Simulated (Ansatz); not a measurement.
# Ga2As3: competing structures

These are results of Ansatz, DFT PBE, scalar-relativistic, plane waves, PAW, not measurements. Settings: cutoff 420 eV, Γ-centred meshes spaced at most about 0.3 Å⁻¹, and about 0.25 Å⁻¹ or finer for metals (2π included), Gaussian smearing. No spin polarisation.

Formation energies are uncorrected and refer to the elements' standard structures at the same level.

All energies are static (0 K, no zero-point motion). Larger cells and other orderings weren't all tried, so the list isn't exhaustive. In R-3m, Pm-3m an odd number of electrons in the primitive cell allows no gap without spin; a larger cell or a magnetic state could open one. The reference form of As is held partly by dispersion forces, which this level lacks.

Invented guesses were relaxed alike, and ends that match in structure were merged. ΔE counts from the first row. Coordination counts As atoms around Ga (those within 1.25 times the shortest such distance or 1.15 times the sum of covalent radii; a plus sign parts nearer from farther groups; the shortest distance is added where it is long for a bond; a slash parts the counts of unlike sites). The ends were matched against large subsets of the Crystallography Open Database and the Materials Project, so a missing match doesn't prove that a structure is unreported.

| # | reached from | type and space group | atoms | Å³/atom | coordination | ΔE (meV/atom) | gap on mesh (eV) | in databases |
| --- | --- | --- | --- | --- | --- | --- | --- | --- |
| 1 | tetradymite type (R-3m) | tetradymite, R-3m (No. 166) | 5 | 20.8 | Ga 3+3 | 0 | 0.00 | no match |
| 2 | corundum type (R-3c) | corundum, R-3c (No. 167) | 10 | 23.3 | Ga 6 | 191 | 0.00 | no match |
| 3 | random cell | Pm-3m (No. 221) | 5 | 24.6 | Ga 6/12 from 3.5 Å | 662 | 0.00 | no match |

The lowest: Space group R-3m (No. 166), trigonal, a = 3.853 Å, c = 24.228 Å. Around Ga lie 3 As at 2.64 Å and 3 As at 2.94 Å; As on a site of symmetry -3m is surrounded by 6 Ga at 2.64 Å; As on a site of symmetry 3m has 3 As at 2.61 Å and 3 Ga at 2.94 Å. Its energy over the elements is −0.03 eV/atom. The formation energy is too near zero to say whether this cell lies below the elements. An observed structure of this formula, if there is one, may be missing.

```
CELL_PARAMETERS angstrom
1.92643 1.11222 8.07590
-1.92643 1.11222 8.07590
0.00000 -2.22445 8.07590
ATOMIC_POSITIONS crystal
Ga 0.39231 0.39231 0.39231
Ga 0.60769 0.60769 0.60769
As 0.00000 0.00000 0.00000
As 0.19483 0.19483 0.19483
As 0.80517 0.80517 0.80517
```

The second: Space group R-3c (No. 167), trigonal, a = 6.151 Å, c = 21.330 Å. Ga has 6 As at 2.67–2.73 Å; around As lie 4 Ga at 2.67–2.73 Å and 2 As at 2.75 Å. Counting As atoms around Ga, the first has Ga 3+3 and the second has Ga 6. The first holds As–As nets (shortest 2.61 Å); in the second the shortest As–As distance is 2.75 Å, near bonding range too. Cells relaxed within their symmetry can be saddle points.

```cif
data_structure
_symmetry_space_group_name_H-M 'R-3c:H'
_symmetry_Int_Tables_number 167
_cell_length_a 6.1512
_cell_length_b 6.1512
_cell_length_c 21.3305
_cell_angle_alpha 90.000
_cell_angle_beta 90.000
_cell_angle_gamma 120.000
_cell_volume 698.97
loop_
_atom_site_label
_atom_site_type_symbol
_atom_site_symmetry_multiplicity
_atom_site_Wyckoff_symbol
_atom_site_fract_x
_atom_site_fract_y
_atom_site_fract_z
_atom_site_occupancy
Ga1 Ga 12 c 0.66667 0.33333 0.18780 1
As1 As 18 e 0.59105 0.66667 0.41667 1
```

Some structure types and database cells were kept out of the candidates from the start, so a known form may be missing.
